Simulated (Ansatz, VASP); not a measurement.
One calculation of NiO, two programs

```xyz
2
Lattice="2.5537 0.0000 0.0000 0.0000 2.5537 0.0000 0.0000 0.0000 2.5537" Properties=species:S:1:pos:R:3 pbc="T T T"
Ni    0.0000    0.0000    0.0000
O     1.2769    1.2769    1.2769
```

Measurements of this composition are mostly on another form, of space group No. 225.

Alike in both runs: task single point; functional PBE; k mesh 11 × 11 × 11; occupations fermi-dirac, width 0.05 eV; collinear spin.

|  | VASP | Ansatz |
| --- | --- | --- |
| version | VASP 6.6.1 | Ansatz 0.2.0 |
| potentials or method | VASP PAW PBE potentials, release 64 (Ni, O) | Ansatz PAW |
| plane-wave cutoff (eV) | 520 | 420 |
| valence electrons in the cell | 16 | 24 |

Ansatz gave:

| Quantity | Value |
| --- | --- |
| gap on the k mesh at the Fermi level (eV) | none |
| pressure (GPa) | 13.8 |
| net moment per atom (μB) | 0.88 |
| size of the moment on the site where the two differ most (μB) | 1.30 |

Problem. What did VASP give for the same quantities?

Solution. gap on the k mesh at the Fermi level (eV): none; pressure (GPa): 13.0; net moment per atom (μB): 0.82; size of the moment on the site where the two differ most (μB): 1.21.

Site moments also hang on the region over which each program counts them. A gap of «none» marks a metal or a gap that the smearing closes. The two sets of potentials don't hold the same shells in valence.

Caveats: a cell with one magnetic atom can't hold antiferromagnetic order, which such compounds often take; semilocal functionals often make such compounds metallic where correlation or magnetic order opens a gap, which also shifts bond lengths; the pressure holds a Pulay correction of +0.8 GPa for the finite cutoff (Ansatz).
